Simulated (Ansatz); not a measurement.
# CO: the cost of one run

All numbers below are computed with Ansatz 0.2.0 (DFT PBE, plane waves, PAW, scalar-relativistic, no spin polarisation).

## Step 1: The system as given

The cell holds 8 atoms (C4O4): a = 5.688 Å, b = 5.603 Å, c = 5.618 Å, α = 90.57°, β = 88.37°, γ = 91.99°.

Coordinates:

```
CELL_PARAMETERS angstrom
5.68618 -0.09764 0.08013
-0.09764 5.60216 -0.02725
0.08013 -0.02725 5.61763
ATOMIC_POSITIONS crystal
C 0.96145 0.96006 0.95985
C 0.54225 0.04163 0.45557
C 0.45614 0.54217 0.04672
C 0.04077 0.45268 0.53774
O 0.06663 0.06515 0.06955
O 0.43268 0.93496 0.56514
O 0.56843 0.43142 0.93081
O 0.93080 0.56937 0.42944
```

## Step 2: Dynamics

input.yaml

```yaml
crystal:
  lattice:
    - [5.68617976, -0.09764131, 0.08012774]
    - [-0.09764131, 5.60215875, -0.02724892]
    - [0.08012774, -0.02724892, 5.61762757]
  atoms:
    - { symbol: C, position: [0.96145133, 0.96006342, 0.95985203] }
    - { symbol: C, position: [0.54224854, 0.04162854, 0.45556539] }
    - { symbol: C, position: [0.45614277, 0.54216541, 0.04672028] }
    - { symbol: C, position: [0.04077441, 0.45268141, 0.53773838] }
    - { symbol: O, position: [0.06663431, 0.06514707, 0.06955039] }
    - { symbol: O, position: [0.43267707, 0.93496393, 0.56513593] }
    - { symbol: O, position: [0.56842699, 0.43141829, 0.93080618] }
    - { symbol: O, position: [0.93080221, 0.56937401, 0.42944391] }
kpoints:
  mp_grid: { grid: [3, 3, 3] }
magnetization:
  spin_polarized: false
scf:
  occupations: { method: gaussian, width: 0.1 }
hamiltonian:
  pseudopotentials: { kind: paw }
  xc: pbe
basis:
  ecutwfc: 420
md:
  timestep: 1.5
  n_steps: 30
  ensemble: nve
  temperature: 2000.0
  initial_velocities: maxwell_boltzmann
  seed: 38757
```

On the command line:

```sh
$ ansatz run input.yaml --threads 2 --pin off --max-ram 2560MiB --backend cpu --events-out ev --progress --plain --runs-dir out
```

**Question.** How long does this run take on 2 threads of Arm Neoverse V2, shared host, and how much memory does it need?

About 1.7 min, with a peak of 0.41 GiB.
